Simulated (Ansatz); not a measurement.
# Cu₂O: computed properties

Level of theory: DFT PBE, scalar-relativistic, plane waves, PAW (Ansatz 0.2.0).

Plane waves to 420 eV, a k mesh through Γ of 8×8×8 on the computed 6-atom cell and Gaussian smearing (0.02 eV); no spin polarisation.

The structure is relaxed at this level of theory with its symmetry kept.

The structure is cubic, space group Pn-3m (No. 224). The conventional cell has a = 4.298 Å, b = 4.298 Å, c = 4.298 Å, α = 90.00°, β = 90.00°, γ = 90.00°. Cu (site symmetry -3m) has 2 O at 1.86 Å as nearest neighbours. O (site symmetry -43m) has 4 Cu at 1.86 Å as nearest neighbours.

| Quantity | Value |
| --- | --- |
| Volume per atom | 13.23 Å³ |
| Formation energy from the elements' standard states (uncorrected) | -0.392 eV/atom |
| Kohn–Sham band gap | 0.48 eV, direct at Γ |
| Löwdin character of the top 1 eV of the valence band | Cu 3d 70 %, O 2p 16 %, Cu 4s 12 % |
| Löwdin character of the lowest 1 eV of the conduction band | Cu 3d 43 %, Cu 4s 25 %, O 2s 18 %, O 2p 12 % (semilocal functionals without a Hubbard U place empty 3d levels too low) |
| Electron masses at the edge by Cartesian direction of the standard setting (m_e; degenerate bands sorted by energy; no spin-orbit coupling) | x: 0.93; y: 0.93; z: 0.93 |
| Hole masses at the edge by Cartesian direction of the standard setting (m_e; degenerate bands sorted by energy; no spin-orbit coupling) | x: 3.4, 3.4, 0.15; y: 3.4, 3.4, 0.15; z: 3.4, 3.4, 0.15 |
| Bulk modulus | 112 GPa |
| Its pressure derivative | 4.7 |
| Electronic dielectric constant xx, yy, zz of the standard setting (independent particles) | 9.3, 9.3, 9.3 |
| Bader charges (e) | Cu (4 in the cell) 0.54, O (2 in the cell) -1.08 |

A ferromagnetic start lost its moments in a first run, so spin was left out; other magnetic orders weren't tried.